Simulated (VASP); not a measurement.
# Ru: relaxation of cell and atoms with r2SCAN

Ru:

```
Ru
1.0
     2.70433    0.00000    0.00000
    -1.35216    2.34202    0.00000
     0.00000    0.00000    4.27783
Ru
2
Direct
  0.33333 0.66667 0.25000
  0.66667 0.33333 0.75000
```

```yaml
Program: VASP 6.6.1
Task: relaxation of cell and atoms
Functional: r2SCAN
Potentials_or_basis: VASP PAW PBE potentials, release 64 (Ru_pv)
Cutoff: 600 eV
k_mesh: 15 × 15 × 9
Occupations: methfessel-paxton, width 0.1 eV
Spin: no spin polarisation
Further_INCAR_settings: ALGO = Normal; EDIFF = 1e-07; IBRION = 2; EDIFFG = -0.005; NSW = 90; ISIF = 3
```

- Relaxed volume: 13.55 Å³/atom
- Relaxed cell: a = 2.705 Å, b = 2.705 Å, c = 4.277 Å, α = 90.00°, β = 90.00°, γ = 120.00°
- Space group after relaxing (to 0.05 Å): P6_3/mmc (No. 194)
- Energy gained by relaxing: 0.0 meV/atom
- Ionic steps: 3
- Pressure after relaxing: 0.0 GPa
- Band gap on the k mesh: none (metal or under the smearing width)

Final structure:
```cif
data_structure
_symmetry_space_group_name_H-M 'P 1'
_symmetry_Int_Tables_number 1
_cell_length_a 2.7048
_cell_length_b 2.7048
_cell_length_c 4.2772
_cell_angle_alpha 90.000
_cell_angle_beta 90.000
_cell_angle_gamma 120.000
_cell_volume 27.10
loop_
_atom_site_label
_atom_site_type_symbol
_atom_site_fract_x
_atom_site_fract_y
_atom_site_fract_z
_atom_site_occupancy
Ru1 Ru 0.33333 0.66667 0.25000 1
Ru2 Ru 0.66667 0.33333 0.75000 1
```

Levels at points of the mesh, in eV from the Fermi level:
```tsv
k point	band 11	band 12	band 13	band 14	band 15	band 16	band 17	band 18
(0.00, 0.00, 0.00)	-2.50	-1.98	-1.98	-1.45	-1.45	1.26	1.26	1.38
```

Wall time 3.6 min on 2 MPI ranks on Intel(R) Xeon(R) Platinum 8488C (Sapphire Rapids) (shared host), peak memory 0.2 GiB a rank.

Caveat: the PAW data sets were made with another functional, which shifts forces and pressure a little.
